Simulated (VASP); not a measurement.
Be: single point with LDA

Be:

```xyz
2
Lattice="2.2853 0.0000 0.0000 -1.1426 1.9791 0.0000 0.0000 0.0000 3.5842" Properties=species:S:1:pos:R:3 pbc="T T T"
Be    1.1427    0.6597    2.6882
Be    0.0000    1.3194    0.8961
```

```
Program                : VASP 6.6.1
Task                   : single point
Functional             : LDA
Potentials or basis    : VASP PAW LDA potentials, release 64 (Be)
Cutoff                 : 900 eV
k mesh                 : 14 × 14 × 8
Occupations            : methfessel-paxton, width 0.05 eV
Spin                   : no spin polarisation
Further INCAR settings : ADDGRID = False; ALGO = Normal; EDIFF = 1e-08
```

```yaml
Pressure: -7.9 GPa
Band_gap_on_the_k_mesh: none (metal or under the smearing width)
```

Stress tensor (GPa, compression positive):
```
-8.10  0.00  0.00
 0.00 -8.10  0.00
 0.00  0.00 -7.58
```

Levels at points of the mesh, in eV from the Fermi level:
| k point | band 1 | band 2 | band 3 | band 4 | band 5 | band 6 |
| --- | --- | --- | --- | --- | --- | --- |
| (0.00, 0.00, 0.00) | -11.11 | -4.35 | 1.17 | 15.31 | 15.31 | 18.11 |
| (0.50, 0.00, 0.00) | -4.94 | -3.11 | 3.48 | 6.39 | 6.59 | 8.99 |
| (0.00, 0.00, 0.50) | -8.99 | -8.99 | 10.53 | 10.53 | 16.90 | 16.90 |
| (0.50, 0.00, 0.50) | -3.60 | -3.60 | 1.54 | 1.54 | 11.55 | 11.55 |

It took 7.4 s on 1 thread of AMD EPYC 9R45 96-Core Processor (Zen 5), with other jobs on the host, peak memory 0.12 GiB.
